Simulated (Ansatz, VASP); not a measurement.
## Two plane-wave programs on HfO2

File INCAR:

```
PREC = Accurate
ENCUT = 520
EDIFF = 1E-6
ISMEAR = 0
SIGMA = 0.01
LREAL = False
LASPH = True
NELM = 100
ALGO = Normal
ISIF = 2
LWAVE = False
LCHARG = False
GGA = PE
NBANDS = 18
```

KPOINTS

```
Automatic mesh
0
Gamma
  8 8 8
```

POSCAR

```
HfO2
1.0
    0.0000000000      2.5740431176      2.5740431176
    2.5740431176      0.0000000000      2.5740431176
    2.5740431176      2.5740431176      0.0000000000
Hf O
1 2
Direct
    0.0000000000      0.0000000000      0.0000000000
    0.2500000000      0.2500000000      0.2500000000
    0.7500000000      0.7500000000      0.7500000000
```

Input for Ansatz:

```yaml
crystal:
  lattice:
    - [0.0, 2.5740431176, 2.5740431176]
    - [2.5740431176, 0.0, 2.5740431176]
    - [2.5740431176, 2.5740431176, 0.0]
  atoms:
    - { symbol: Hf, position: [0.0, 0.0, 0.0] }
    - { symbol: O, position: [0.25, 0.25, 0.25] }
    - { symbol: O, position: [0.75, 0.75, 0.75] }
kpoints:
  mp_grid: { grid: [8, 8, 8] }
hamiltonian:
  xc: pbe
scf:
  occupations: { method: fixed }
  n_extra_bands: 4
output:
  forces: true
  stress: true
  eigenvalues: true
```

Alike in both runs: task single point; functional PBE; k mesh 8 × 8 × 8; no spin polarisation.

|  | VASP | Ansatz |
| --- | --- | --- |
| version | VASP 6.6.1 | Ansatz 0.2.0 |
| potentials or method | VASP PAW PBE potentials, release 64 (Hf_pv, O) | plane waves, PAW |
| plane-wave cutoff (eV) | 520 | 420 |
| occupations | gaussian, width 0.01 eV | fixed |
| valence electrons in the cell | 22 | 38 |

```csv
,VASP,Ansatz,Ansatz less VASP
gap on the k mesh at the Fermi level (eV),3.68,3.67,-0.002
pressure (GPa),-10.2,-6.8,+3.37
```

The two sets of potentials don't hold the same shells in valence.

Caveats: spin-orbit coupling is left out, which moves the levels of the heavy elements. A k mesh can miss the band edges. PBE gaps usually lie below the measured ones, often by a third to a half.
